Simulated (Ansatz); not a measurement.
# Ni: which magnetic state does the SCF reach?, part 2 of 2

How much does the result for Ni depend on the starting moments? The same cell is run from several starts. Ni is taken in its experimental structure (space group Fm-3m, primitive cell doubled), 2 atoms in the cell. Source: COD entry 9012991.

Ansatz 0.2.0; DFT PBE, PAW, plane waves, scalar-relativistic. Earlier steps stand in the parts before.

**6. Parallel moments scaled by 0.03, plain SCF**

input.yaml

```yaml
crystal:
  lattice:
    - [3.5367, 1.76835, 1.76835]
    - [1.76835, 3.5367, 1.76835]
    - [1.76835, 1.76835, 3.5367]
  atoms:
    - { symbol: Ni, position: [0.0, 0.0, 0.0], spin: 0.06 }
    - { symbol: Ni, position: [0.5, 0.5, 0.5], spin: 0.06 }
magnetization:
  spin_polarized: true
hamiltonian:
  xc: pbe
  pseudopotentials: { kind: paw }
basis:
  ecutwfc: 420
kpoints:
  mp_grid: { grid: [13, 13, 13] }
scf:
  occupations: { method: fermi_dirac, width: 0.05 }
  lower_state_search: "off"
output:
  forces: true
  stress: true
```

Started as:

```bash
$ ansatz run input.yaml --threads 2 --pin off --max-ram 5120MiB --backend cpu --events-out ev --progress --plain --runs-dir out
```

Log (excerpt; [...] marks lines left out):

```text
[... 11 lines as in an earlier run ...]
Bands: 23, of which v1, the nominal top of the filled ones, is band 18 counted from 1 (17 counted from 0)
[... 8 lines as in an earlier run ...]
Starting moments: Σ|m| = 0.12 μB on 2 of 2 sites
[... 2 lines as in an earlier run ...]
[...]
SCF iter   1: F=—  HF=-11679.357060 eV  |F-HF|=—  |Δ(HF+E_count)|=         —  Δρ=2.80e-2 (↑2.80e-2 ↓1.47e-2)  dr2=1.60e-1  dr2_m=1.46e-2  M=0.205 μB ∫|m|=0.209 μB  β_m=1.00  ethr=4.44e-4  ⟨swp⟩=1.0  Hψ=53784  notcnv=0
[...]
spin-set hold released at iteration 9 (site moments contracting): the magnetisation degrees of freedom join the quasi-Newton model from the next iteration; the mixer history was flushed
[...]
SCF iter  16: F=-11679.454888 eV  HF=-11679.454888 eV  |F-HF|=1.52e-9  |Δ(HF+E_count)|=   1.09e-8  Δρ=5.90e-6 (↑1.69e-6 ↓5.90e-6)  dr2=3.97e-9  dr2_m=1.83e-9  M=1.283 μB ∫|m|=1.466 μB  ethr=1.08e-10  ⟨swp⟩=2.5  Hψ=34760  notcnv=0
[...]
SCF converged after 16 iterations
Magnetization: 1.2829 μB (18.6414 up, 17.3586 down)
Absolute magnetization: 1.4681 μB (∫|ρ↑−ρ↓|, with the PAW one-centre terms)
Spin contamination: 0.0145 ħ² per cell (⟨S²⟩ above its minimum at these occupations)
Per-site moments (μB) at R_I (Å): [(0.680504830857765, 1.0315901281217659), (0.680504830857765, 1.0315901281217659)]
Free energy (F): -11679.454888 eV
[...]
E sigma→0 (E₀):  -11679.440937 eV
Entropy (-TS):   -0.027901 eV (-13.950 meV/atom)
Fermi energy:    17.819458 eV
[... 24 lines left out: energy terms, forces, stress ...]
```

It took 11 s on 2 threads of Arm Neoverse V2, shared host; peak memory 0.42 GiB.

Nothing new: the 16 iterations lead to the state found in step 2 (ferromagnetic).

**7. Moments ++ scaled by 0.5, plain SCF**

input.yaml, as its differences from that of step 6:

```diff
@@ -6,4 +6,4 @@
   atoms:
-    - { symbol: Ni, position: [0.0, 0.0, 0.0], spin: 0.06 }
-    - { symbol: Ni, position: [0.5, 0.5, 0.5], spin: 0.06 }
+    - { symbol: Ni, position: [0.0, 0.0, 0.0], spin: 1.0 }
+    - { symbol: Ni, position: [0.5, 0.5, 0.5], spin: 1.0 }
 magnetization:
@@ -23 +23,5 @@
   stress: true
+  write_density: true
+  write_potential: true
+  elf: true
+  volumetric_format: npy
```

Started as:

```bash
$ ansatz run input.yaml --threads 2 --pin off --max-ram 5120MiB --backend cpu --events-out ev --progress --plain --runs-dir out
```

Log (excerpt; [...] marks lines left out):

```text
[... 20 lines as in an earlier run ...]
Starting moments: Σ|m| = 2 μB on 2 of 2 sites
[... 2 lines as in an earlier run ...]
[...]
SCF iter   1: F=—  HF=-11679.386113 eV  |F-HF|=—  |Δ(HF+E_count)|=         —  Δρ=3.92e-2 (↑1.56e-2 ↓3.92e-2)  dr2=1.07e-1  dr2_m=1.18e-1  M=1.368 μB ∫|m|=1.454 μB  β_m=0.30  ethr=2.97e-4  ⟨swp⟩=1.0  Hψ=53792  notcnv=0
[...]
spin-set hold released at iteration 7 (site moments contracting): the magnetisation degrees of freedom join the quasi-Newton model from the next iteration; the mixer history was flushed
[...]
SCF iter  13: F=-11679.454888 eV  HF=-11679.454888 eV  |F-HF|=2.54e-8  |Δ(HF+E_count)|=   1.09e-8  Δρ=1.24e-5 (↑3.57e-6 ↓1.24e-5)  dr2=2.51e-8  dr2_m=4.24e-9  M=1.283 μB ∫|m|=1.466 μB  ethr=2.78e-10  ⟨swp⟩=6.0  Hψ=62385  notcnv=0
the search or the solves at the SCF's close seem to have found levels that the self-consistency loop had missed (the run counts 1). By its estimate they hold under 1e-12 electrons; where the run keeps them, the occupations were computed again with them
[...]
SCF converged after 13 iterations
Magnetization: 1.2829 μB (18.6414 up, 17.3586 down)
Absolute magnetization: 1.4681 μB (∫|ρ↑−ρ↓|, with the PAW one-centre terms)
Spin contamination: 0.0145 ħ² per cell (⟨S²⟩ above its minimum at these occupations)
Per-site moments (μB) at R_I (Å): [(0.6805074004103153, 1.0315901281217659), (0.6805074004103153, 1.0315901281217659)]
Free energy (F): -11679.454888 eV
[...]
E sigma→0 (E₀):  -11679.440938 eV
Entropy (-TS):   -0.027900 eV (-13.950 meV/atom)
Fermi energy:    17.819516 eV
[... 29 lines left out: energy terms, forces, stress, bands ...]
```

Wall time 11 s (2 threads of Arm Neoverse V2, shared host); peak memory 0.43 GiB.

The run ends in the same state as step 2 (ferromagnetic); it took 13 iterations.

**8. A moment on one site alone, plain SCF**

input.yaml, as its differences from that of step 7:

```diff
@@ -6,4 +6,4 @@
   atoms:
-    - { symbol: Ni, position: [0.0, 0.0, 0.0], spin: 1.0 }
-    - { symbol: Ni, position: [0.5, 0.5, 0.5], spin: 1.0 }
+    - { symbol: Ni, position: [0.0, 0.0, 0.0] }
+    - { symbol: Ni, position: [0.5, 0.5, 0.5], spin: 2.0 }
 magnetization:
```

Started as:

```bash
$ ansatz run input.yaml --threads 2 --pin off --max-ram 5120MiB --backend cpu --events-out ev --progress --plain --runs-dir out
```

Log (excerpt; [...] marks lines left out):

```text
[... 14 lines as in an earlier run ...]
Magnetic group: BNS 166.97 (UNI 1327), of the structure as read, at distance tolerance 2.8e-5 Å
[... 5 lines as in an earlier run ...]
Starting moments: Σ|m| = 2 μB on 1 of 2 sites
[... 2 lines as in an earlier run ...]
SCF iter   1: F=—  HF=-11679.258157 eV  |F-HF|=—  |Δ(HF+E_count)|=         —  Δρ=1.07e-1 (↑1.07e-1 ↓4.20e-2)  dr2=2.95e0  dr2_m=6.49e-1  M=1.365 μB ∫|m|=1.481 μB  β_m=0.30  ethr=3.10e-3  ⟨swp⟩=5.2  Hψ=39454  notcnv=0
[...]
spin-set hold released at iteration 5 (the charge has settled, or the pull on large starting moments outlasts its swing): the magnetisation degrees of freedom join the quasi-Newton model from the next iteration; the mixer history was flushed
[...]
SCF iter  22: F=-11679.454888 eV  HF=-11679.454888 eV  |F-HF|=4.26e-8  |Δ(HF+E_count)|=   7.23e-9  Δρ=1.25e-5 (↑5.45e-6 ↓1.25e-5)  dr2=4.55e-8  dr2_m=4.04e-9  M=1.283 μB ∫|m|=1.467 μB  ethr=9.07e-11  ⟨swp⟩=5.6  Hψ=59661  notcnv=0
[...]
SCF converged after 22 iterations
Magnetization: 1.2829 μB (18.6414 up, 17.3586 down)
Absolute magnetization: 1.4681 μB (∫|ρ↑−ρ↓|, with the PAW one-centre terms)
Spin contamination: 0.0145 ħ² per cell (⟨S²⟩ above its minimum at these occupations)
Per-site moments (μB) at R_I (Å): [(0.6805257459696051, 1.0315901281217659), (0.6804998966937686, 1.0315901281217659)]
Free energy (F): -11679.454888 eV
[...]
E sigma→0 (E₀):  -11679.440938 eV
Entropy (-TS):   -0.027900 eV (-13.950 meV/atom)
Fermi energy:    17.819336 eV
[... 29 lines left out: energy terms, forces, stress, bands ...]
```

Wall time 16 s (2 threads of Arm Neoverse V2, shared host); peak memory 0.44 GiB.

The run ends in the same state as step 2 (ferromagnetic); it took 22 iterations.

**9. Parallel moments, Broyden mixing, no switch to direct minimisation**

input.yaml, as its differences from that of step 8:

```diff
@@ -6,3 +6,3 @@
   atoms:
-    - { symbol: Ni, position: [0.0, 0.0, 0.0] }
+    - { symbol: Ni, position: [0.0, 0.0, 0.0], spin: 2.0 }
     - { symbol: Ni, position: [0.5, 0.5, 0.5], spin: 2.0 }
@@ -20,2 +20,4 @@
   lower_state_search: "off"
+  algorithm: density_mixing
+  mixing: { algorithm: broyden, beta: 0.3 }
 output:
@@ -23,5 +25 @@
   stress: true
-  write_density: true
-  write_potential: true
-  elf: true
-  volumetric_format: npy
```

Started as:

```bash
$ ansatz run input.yaml --threads 2 --pin off --max-ram 5120MiB --backend cpu --events-out ev --progress --plain --runs-dir out
```

Log (excerpt; [...] marks lines left out):

```text
[... 20 lines as in an earlier run ...]
Starting moments: Σ|m| = 4 μB on 2 of 2 sites
[... 3 lines as in an earlier run ...]
SCF iter   1: F=—  HF=-11678.907186 eV  |F-HF|=—  |Δ(HF+E_count)|=         —  Δρ=1.25e-1 (↑1.13e-1 ↓1.25e-1)  dr2=2.41e-2  dr2_m=2.85e0  M=1.899 μB ∫|m|=2.107 μB  β_m=0.57  ethr=6.70e-5  ⟨swp⟩=1.0  Hψ=56205  notcnv=0
[...]
[... 1 line as in an earlier run ...]
[...]
SCF iter  16: F=-11679.454888 eV  HF=-11679.454888 eV  |F-HF|=1.56e-9  |Δ(HF+E_count)|=   1.45e-7  Δρ=5.57e-7 (↑4.59e-7 ↓5.57e-7)  dr2=6.07e-12  dr2_m=4.45e-11  M=1.283 μB ∫|m|=1.467 μB  ethr=1.00e-12  ⟨swp⟩=3.3  Hψ=30178  notcnv=0
[...]
this state was not tested for a lower state beside it, because the mixer in use, unlike msr1, does not test its closes by its own steps (another_mixer; see scf.mixing.algorithm and scf.lower_state_search)
SCF converged after 16 iterations
Magnetization: 1.2829 μB (18.6414 up, 17.3586 down)
Absolute magnetization: 1.4681 μB (∫|ρ↑−ρ↓|, with the PAW one-centre terms)
Spin contamination: 0.0145 ħ² per cell (⟨S²⟩ above its minimum at these occupations)
Per-site moments (μB) at R_I (Å): [(0.6805250565447528, 1.0315901281217659), (0.680525056544753, 1.0315901281217659)]
Free energy (F): -11679.454888 eV
[...]
E sigma→0 (E₀):  -11679.440938 eV
Entropy (-TS):   -0.027900 eV (-13.950 meV/atom)
Fermi energy:    17.819447 eV
[... 24 lines left out: energy terms, forces, stress ...]
```

It took 13 s on 2 threads of Arm Neoverse V2, shared host; peak memory 0.42 GiB.

This is the state of step 2 again (ferromagnetic), after 16 iterations.

**10. The runs side by side**

```
step  iterations  state  moments of Ni1 Ni2 (μB)  total (μB)  gap (eV)  pressure (GPa)  above lowest (meV/atom)
   2          10      1                0.68 0.68        1.28      none            -3.0                      0.0
   3          13      2               0.29 -0.29        0.00      none            -3.6                     53.4
   4           6      3                0.00 0.00        0.00      none            -4.0                     55.9
   5          11      1                0.68 0.68        1.28      none            -3.0                      0.0
   6          16      1                0.68 0.68        1.28      none            -3.0                      0.0
   7          13      1                0.68 0.68        1.28      none            -3.0                      0.0
   8          22      1                0.68 0.68        1.28      none            -3.0                      0.0
   9          16      1                0.68 0.68        1.28      none            -3.0                      0.0
```

States are numbered from the lowest. Starts by step: 2 parallel moments, plain SCF; 3 opposed moments +-, plain SCF; 4 no spin polarisation; 5 spin on, no moments given (the program may seed its own), plain SCF; 6 parallel moments scaled by 0.03, plain SCF; 7 moments ++ scaled by 0.5, plain SCF; 8 a moment on one site alone, plain SCF; 9 parallel moments, Broyden mixing, no switch to direct minimisation.

The 8 runs of this session took 78 s in all, from 2.4 s to 16 s each.

Decimal logarithm of the largest residual (eV) by iteration, counted through all cycles of a run (7 of the 8 runs):

```
iteration  step 2  step 3  step 4  step 5  step 6  step 7  step 8
        1     0.5     0.5    -3.6     0.8    -0.8    -0.9     0.5
        2     0.2     0.3    -4.3    -0.4    -1.5    -1.2     1.1
        3    -0.7    -0.8    -5.2    -0.6    -1.8    -1.5     0.1
        4    -2.3    -1.3    -6.6    -0.5    -1.5    -1.7     0.1
        5    -3.1    -2.1    -7.7    -2.3    -1.4    -2.0    -0.1
        7    -4.7    -3.7       -    -3.2    -1.5    -2.5     1.1
        9    -7.6    -4.9       -    -6.3    -2.4    -3.0    -0.6
       11       -    -7.8       -   -10.0    -1.3    -5.6    -1.6
       12       -    -8.8       -       -    -2.4    -6.4    -1.7
       14       -       -       -       -    -5.7       -    -2.1
       16       -       -       -       -    -8.4       -    -2.7
       18       -       -       -       -       -       -    -4.1
       20       -       -       -       -       -       -    -5.6
       22       -       -       -       -       -       -    -7.3
```

**11. Outcome**

What follows sums up all 2 parts.

| quantity | value |
| --- | --- |
| distinct states | 3 from 8 converged runs |
| lowest state from plain starts | ferromagnetic |
| its moments | Ni1 0.68, Ni2 0.68 μB |
| total moment | 1.28 μB per cell |
| gap on the k-mesh | none |
| pressure | -3.0 GPa |
| largest force | 0.000 eV/Å |
| next state | antiferromagnetic, 53.4 meV/atom higher |
| highest state | non-magnetic (no spin polarisation), 55.9 meV/atom higher |

**Reading.** 8 runs converged, to 3 different states. Switching spin polarisation off costs 55.9 meV/atom in free energy, smearing entropy included. The best antiferromagnetic state lies 53.4 meV/atom above the best ferromagnetic one. These are lowest states among those tried, not proven ground states.
